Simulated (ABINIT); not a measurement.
CdSe:

```
Cd Se
1.0
     0.00000    3.07027    3.07027
     3.07027    0.00000    3.07027
     3.07027    3.07027    0.00000
Cd Se
1 1
Cartesian
  0.0000 0.0000 0.0000
  1.5351 1.5351 1.5351
```

Measurements of this composition are mostly on another form, of space group No. 186.

Base run:

```yaml
Program: ABINIT 10.8.3 (patched build)
Functional: WC
Potentials_or_basis: JTH PAW PBE v2.0
Cutoff: 707 eV
k_mesh: 8 × 8 × 8
Occupations: fermi-dirac, width 0.05 eV
Spin: no spin polarisation
```

Its results: band gap on the k mesh 0.39 eV, direct; pressure -1.4 GPa.

Problem. After a change of settings the same cell gave: band gap on the k mesh 0.54 eV, direct; pressure 1.2 GPa. Which change was it?
A. functional from WC to SCAN
B. functional from WC to PBEsol
C. functional from WC to PBE
D. functional from WC to BLYP

Solution. C.

PBE binds less tightly than WC, so the same cell stands under more pressure.

Caveats: the PAW data sets were made with another functional, which shifts forces and pressure a little (some runs).
